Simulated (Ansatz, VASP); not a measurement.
**One calculation of HgTe, two programs**

```
CELL_PARAMETERS angstrom
0.00000 3.28916 3.24508
3.28916 0.00000 3.24508
3.28916 3.28916 0.00000
ATOMIC_POSITIONS crystal
Hg 0.00000 0.00000 0.00000
Te 0.25000 0.25000 0.25000
```

Change from the starting cell: uniaxial_z strain -1.3%.

Alike in both runs: task single point; functional r2SCAN; k mesh 6 × 6 × 6; occupations fermi-dirac, width 0.02 eV; no spin polarisation.

|  | VASP | Ansatz |
| --- | --- | --- |
| version | VASP 6.6.1 | Ansatz 0.2.0 |
| potentials or method | VASP PAW PBE potentials, release 64 (Hg, Te) | plane waves, PAW |
| plane-wave cutoff (eV) | 520 | 500 |
| valence electrons in the cell | 18 | 36 |

VASP gave:

```
pressure (GPa)                                  : 0.6
largest component of the traceless stress (GPa) : 0.11
```

Q: Estimate Ansatz's values.

A: Pressure (GPa): 0.5; largest component of the traceless stress (GPa): 0.11.

With one functional, cell and mesh, what is left measures potentials, basis and numerics. The two sets of potentials don't hold the same shells in valence.

Caveats: the PAW data sets were made with another functional, which shifts forces and pressure a little (VASP).
